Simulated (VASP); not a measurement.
Set up this calculation in VASP 6.6.1, as the native input.

| Item | Value |
| --- | --- |
| Task | band structure |
| Functional | PBE |
| Potentials or basis | VASP PAW PBE potentials, release 64 (Ni) |
| Cutoff | 520 eV |
| k mesh | 20 × 20 × 20 |
| Occupations | gaussian, width 0.1 eV |
| Spin | collinear spin, ferromagnetic start |
| Starting moments | [0.8] μB |
| Further INCAR settings | ALGO = Normal; EDIFF = 0.05; NBANDS = 15 |

The structure of Ni lies in POSCAR:

```
Ni                                      
1.0
   -0.0000000000      1.7590740687      1.7590740687
    1.7590740687      0.0000000000      1.7590740687
    1.7590740687      1.7590740687      0.0000000000
  Ni            
     1
Direct
     0.0000000000000000    0.0000000000000000    0.0000000000000000
```

The input as run:

INCAR

```
SYSTEM = Ni
PREC     = Accurate       ! precision mode
ENCUT    = 520            ! plane-wave cutoff, eV
EDIFF    = 0.05           ! SCF threshold, eV
ISMEAR   = 0              ! smearing method
SIGMA    = 0.1            ! smearing width, eV
LREAL    = .False.        ! projectors in reciprocal space
LASPH    = .True.         ! aspherical terms in the spheres
NELM     = 120            ! most SCF steps
ALGO     = Normal         ! electronic algorithm
ISIF     = 2              ! what is computed and relaxed
LWAVE    = .False.        ! write WAVECAR
LCHARG   = .False.        ! write CHGCAR
ISPIN    = 2              ! spin polarisation
MAGMOM   = 0.8            ! initial moments
LORBIT   = 11             ! projections on sites
LMAXMIX  = 4              ! l up to which the mixer works
GGA      = PE             ! functional
NBANDS   = 15             ! bands
```

KPOINTS

```
regular mesh
0
Gamma
  20 20 20
  0 0 0
```

KPOINTS_OPT

```
path GXWKGLUWLK,UX
20
line-mode
reciprocal
 0.0000000000  0.0000000000  0.0000000000  G
 0.5000000000  0.0000000000  0.5000000000  X

 0.5000000000  0.0000000000  0.5000000000  X
 0.5000000000  0.2500000000  0.7500000000  W

 0.5000000000  0.2500000000  0.7500000000  W
 0.3750000000  0.3750000000  0.7500000000  K

 0.3750000000  0.3750000000  0.7500000000  K
 0.0000000000  0.0000000000  0.0000000000  G

 0.0000000000  0.0000000000  0.0000000000  G
 0.5000000000  0.5000000000  0.5000000000  L

 0.5000000000  0.5000000000  0.5000000000  L
 0.6250000000  0.2500000000  0.6250000000  U

 0.6250000000  0.2500000000  0.6250000000  U
 0.5000000000  0.2500000000  0.7500000000  W

 0.5000000000  0.2500000000  0.7500000000  W
 0.5000000000  0.5000000000  0.5000000000  L

 0.5000000000  0.5000000000  0.5000000000  L
 0.3750000000  0.3750000000  0.7500000000  K

 0.6250000000  0.2500000000  0.6250000000  U
 0.5000000000  0.0000000000  0.5000000000  X
```

Potentials or basis: VASP PAW PBE potentials, release 64 (Ni).

Launch:

```console
$ cat potpaw_PBE.64/Ni/POTCAR > POTCAR
$ mpirun -np 1 vasp_std > vasp.out
```

It gave:

* Pressure: 1.0 GPa
* Band gap along the path: none (metal or under the smearing width)
* Net moment: 0.67 μB per cell
* Site moments: Ni +0.65 μB
* Valence electrons inside the program's atomic spheres: Ni 9.30

Wall time 33 s on 1 thread of Intel(R) Xeon(R) 6975P-C (Granite Rapids), with other jobs on the host, peak memory 0.22 GiB.
